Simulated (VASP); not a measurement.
# BaTiO₃, energy difference of two geometries: which settings are enough?

BaTiO₃, P4mm (no. 99), 5 atoms in the cell. PBE, energy difference of two geometries; PAW potentials Ba_sv, Ti_sv, O (PBE set). VASP 6.6.1.

Wanted: energy difference within 0.5 meV/atom.

What the run is for: energy difference; Accuracy asked: standard; Second geometry: last atom moved by 0.08 A along z, cell strained by +1.5% along z.

The series start from Plane-wave cutoff (eV): 520; k-point mesh: 6 × 6 × 6; Precision mode (PREC): Accurate; Electronic threshold (eV): 1e-6; Aspherical gradient terms in the spheres (LASPH): yes. Each series keeps the choices made before it, and each single choice may use up half of a tolerance. Times cover all steps of a run.

## Plane-wave cutoff (eV)

| Plane-wave cutoff (eV) | Energy difference (meV/atom) | Time (s) |
|---|---|---|
| 320 | -1.81 | 15 |
| 400 | -5.09 | 26 |
| 460 | -5.24 | 28 |
| 520 | -5.25 | 35 |
| 600 | -5.27 | 41 |
| 700 | -5.26 | 63 |
| 840 (reference) | -5.25 | 111 |

Chosen: 400, the loosest value from which every tighter one stays within half of the tolerance.

## k-point mesh

| k-point mesh | Energy difference (meV/atom) | Time (s) |
|---|---|---|
| 2 × 2 × 2 | -22.29 | 11 |
| 3 × 3 × 3 | -7.18 | 12 |
| 4 × 4 × 4 | -5.69 | 20 |
| 5 × 5 × 5 | -5.61 | 17 |
| 6 × 6 × 6 | -5.09 | 26 |
| 7 × 7 × 7 | -5.39 | 34 |
| 9 × 9 × 9 | -5.26 | 52 |
| 11 × 11 × 11 (reference) | -5.30 | 91 |

Chosen: 6 × 6 × 6.

## Precision mode (PREC)

| Precision mode (PREC) | Energy difference (meV/atom) | Time (s) |
|---|---|---|
| Low | -5.43 | 18 |
| SingleN | -6.09 | 18 |
| Normal | -5.25 | 18 |
| Accurate (reference) | -5.09 | 26 |

Chosen: Normal.

## Electronic threshold (eV)

| Electronic threshold (eV) | Energy difference (meV/atom) | Time (s) |
|---|---|---|
| 0.001 | -5.26 | 13 |
| 0.0001 | -5.25 | 16 |
| 1e-5 | -5.25 | 16 |
| 1e-6 | -5.25 | 18 |
| 1e-7 | -5.25 | 18 |
| 1e-8 (reference) | -5.25 | 21 |

Chosen: 0.001.

## Aspherical gradient terms in the spheres (LASPH)

| Aspherical gradient terms in the spheres (LASPH) | Energy difference (meV/atom) | Time (s) |
|---|---|---|
| yes | -5.26 | 13 |
| no | -5.20 | 13 |

Chosen: yes; no other choice that stays within half of the tolerance saves 30 % of the time.

## All choices together

| Input | Energy difference (meV/atom) | Time (s) |
|---|---|---|
| the program's defaults (naive) | -5.90 | 6.1 |
| chosen settings | -5.26 | 13 |
| reference settings throughout | -5.23 | 314 |

The tolerance is met.

## The input

INCAR:
```
SYSTEM = BaTiO3
ALGO     = Normal         ! electronic algorithm
EDIFF    = 0.001          ! SCF threshold, eV
EFERMI   = MIDGAP       
ENCUT    = 400            ! plane-wave cutoff, eV
GGA      = PE             ! functional
GGA_COMPAT= .FALSE.      
ISIF     = 2              ! what is computed and relaxed
ISMEAR   = 0              ! smearing method
KPAR     = 2            
LASPH    = .TRUE.         ! aspherical terms in the spheres
LCHARG   = .FALSE.        ! write CHGCAR
LREAL    = .FALSE.        ! projectors in reciprocal space
LWAVE    = .FALSE.        ! write WAVECAR
NELM     = 120            ! most SCF steps
PREC     = Normal         ! precision mode
SIGMA    = 0.03           ! smearing width, eV
```

KPOINTS:
```
Automatic mesh
0
Gamma
  6 6 6
  0 0 0
```

POSCAR.step1:
```
BaTiO3
1.0
    3.9998000000      0.0000000000      0.0000000000
    0.0000000000      3.9998000000      0.0000000000
    0.0000000000      0.0000000000      4.0180000000
Ba Ti O
1 1 3
Direct
    0.0000000000      0.0000000000      0.0000000000
    0.5000000000      0.5000000000      0.4900000000
    0.0000000000      0.5000000000      0.5170000000
    0.5000000000      0.0000000000      0.5170000000
    0.5000000000      0.5000000000      0.0190000000
```

POSCAR.step2:
```
BaTiO3
1.0
    3.9998000000      0.0000000000      0.0000000000
    0.0000000000      3.9998000000      0.0000000000
    0.0000000000      0.0000000000      4.0782700000
Ba Ti O
1 1 3
Direct
    0.0000000000      0.0000000000      0.0000000000
    0.5000000000      0.5000000000      0.4900000000
    0.0000000000      0.5000000000      0.5170000000
    0.5000000000      0.0000000000      0.5170000000
    0.5000000000      0.5000000000      0.0389104000
```

Commands (each step's output is kept before the next begins):
```
cat potpaw_PBE.64/Ba_sv/POTCAR potpaw_PBE.64/Ti_sv/POTCAR potpaw_PBE.64/O/POTCAR > POTCAR
cp POSCAR.step1 POSCAR
mpirun -np 2 vasp_std > vasp.out
cp POSCAR.step2 POSCAR
mpirun -np 2 vasp_std > vasp.out
```

The chosen input took VASP 6.6.1 13 s on 2 cores (Intel Xeon 6975P-C (Granite Rapids)), a shared host.

## An input that fails: one k point for a small cell

It runs to its end, but against the unchanged starting input it is off by 227.69 meV/atom in the energy difference.

k mesh: 6 × 6 × 6 becomes 1 × 1 × 1.

Changes against the starting input:
```
(all steps)
- NELM = 120
- KPAR = 2
+ NELM = 89
```
